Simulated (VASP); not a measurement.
Crystal: C.

```
CELL_PARAMETERS angstrom
2.52210 0.00000 0.00000
-1.26105 2.18420 0.00000
0.00000 0.00000 8.23710
ATOMIC_POSITIONS crystal
C 0.66667 0.33333 0.84375
C 0.33333 0.66667 0.34375
C 0.66667 0.33333 0.65625
C 0.33333 0.66667 0.15625
C 0.00000 0.00000 0.90625
C 0.00000 0.00000 0.40625
C 0.00000 0.00000 0.59375
C 0.00000 0.00000 0.09375
```

This is a hexagonal form of diamond, not graphite.

| Quantity | Value |
| --- | --- |
| Program | VASP 6.6.1 |
| Task | relaxation of cell and atoms |
| Functional | optB86b-vdW |
| Potentials or basis | VASP PAW PBE potentials, release 64 (C) |
| Cutoff | 600 eV |
| k mesh | 12 × 12 × 4 |
| Occupations | fermi-dirac, width 0.05 eV |
| Spin | no spin polarisation |

At the start: pressure 1.6 GPa; volume 5.67 Å³/atom.

Where does the relaxation end?

Over 6 steps the energy falls by 2.6 meV/atom and the volume is 5.69 Å³/atom (+0.3 %); space group P6_3/mmc (No. 194, to 0.05 Å).

Step by step:
| step | energy change (eV) | largest force (eV/Å) | pressure (GPa) | volume (Å³) |
| --- | --- | --- | --- | --- |
| 1 | 0.0000 | 0.3430 | 1.55 | 45.38 |
| 2 | 0.0133 | 0.4998 | -1.66 | 45.73 |
| 3 | -0.0205 | 0.0427 | -0.02 | 45.53 |
| 4 | -0.0205 | 0.0363 | 0.01 | 45.53 |
| 5 | -0.0206 | 0.0364 | -0.02 | 45.53 |
| 6 | -0.0207 | 0.0028 | -0.01 | 45.53 |

Final structure:
```
C
1.0
     2.51653    0.00000    0.00000
    -1.25827    2.17938    0.00000
     0.00000    0.00000    8.30130
C
8
Direct
  0.66667 0.33333 0.84445
  0.33333 0.66667 0.34445
  0.66667 0.33333 0.65555
  0.33333 0.66667 0.15555
  0.00000 0.00000 0.90705
  0.00000 0.00000 0.40705
  0.00000 0.00000 0.59295
  0.00000 0.00000 0.09295
```

Caveat: the PAW data sets were made with another functional, which shifts forces and pressure a little.
